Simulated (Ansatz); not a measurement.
## Sn in Ansatz: the effect of functional

The system is Sn.

```xyz
1
Lattice="-1.7032 1.7516 2.3067 1.7032 -1.7516 2.3067 1.7032 1.7516 -2.3067" Properties=species:S:1:pos:R:3 pbc="T T T"
Sn    0.0000    0.0000    0.0000
```

This isn't the form of Sn at room conditions, which is tetragonal (white tin).

The cell isn't the ideal one: volume scaled by 0.96.

Alike in all runs:

| Item | Value |
| --- | --- |
| Program | Ansatz 0.2.0 |
| Task | single point |
| Potentials or basis | Ansatz PAW |
| k mesh | 11 × 11 × 11 |
| Occupations | fermi-dirac, width 0.05 eV |
| Spin | no spin polarisation |

Task: One run gave: pressure -3.2 GPa. Which functional did it use?
A. LDA
B. PBEsol
C. r2SCAN

Result: A.

```tsv
functional	cutoff	pressure (GPa)
LDA	420 eV (not typed: the program's choice for these potentials)	-3.2
PBEsol	420 eV (not typed: the program's choice for these potentials)	-1.8
r2SCAN	500 eV (not typed: the program's choice for these potentials)	-0.3
```

Caveats: the PAW data sets come from PBE, with cores solved anew for the run's functional, which leaves a small shift of forces and pressure.
